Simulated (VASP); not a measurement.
Runs of VASP 6.6.1 on SiO2. Symmetry: P4_12_12, No. 92, tetragonal system. The conventional cell has a = 5.030 Å, b = 5.030 Å, c = 7.008 Å, α = 90.00°, β = 90.00°, γ = 90.00°. Si (site symmetry 2) is surrounded by 4 O at 1.62 Å. O (site symmetry 1) is surrounded by 2 Si at 1.62 Å. 

```tsv
level	potentials or basis	k mesh	cutoff (eV)	smearing	gap on the mesh (eV)	pressure (GPa)	largest force (eV/Å)
PBEsol	VASP PAW PBE potentials, release 64 (Si, O)	4 × 4 × 4	520	gaussian 0.5 eV	5.56	0.2	0.01
PBEsol	VASP PAW PBE potentials, release 64 (Si, O)	6 × 6 × 4	520	gaussian 0.02 eV	5.56	0.2	0.01
PBEsol	VASP PAW PBE potentials, release 64 (Si, O)	4 × 4 × 4	700	gaussian 0.02 eV	5.57	(a)	-
r2SCAN	VASP PAW PBE potentials, release 64 (Si, O)	4 × 4 × 4	520	gaussian 0.02 eV	(b)	-2.4	0.16
PBEsol	VASP PAW PBE potentials, release 64 (Si, O_h)	4 × 4 × 4	900	gaussian 0.02 eV	5.57	-0.3	0.02
```

Alike in all rows: task single point; no spin polarisation; cell as given.

Q: Estimate the missing entries.

A: (a) 0.0; (b) 6.23.

Caveats: the PAW data sets were made with another functional, which shifts forces and pressure a little; the cutoff is under 1.25 times the usual one of these potentials, so pressure, stress and relaxed cells hold a basis-set (Pulay) error (some runs).

A k mesh can miss the band edges.

Not every run made on this cell is shown here.
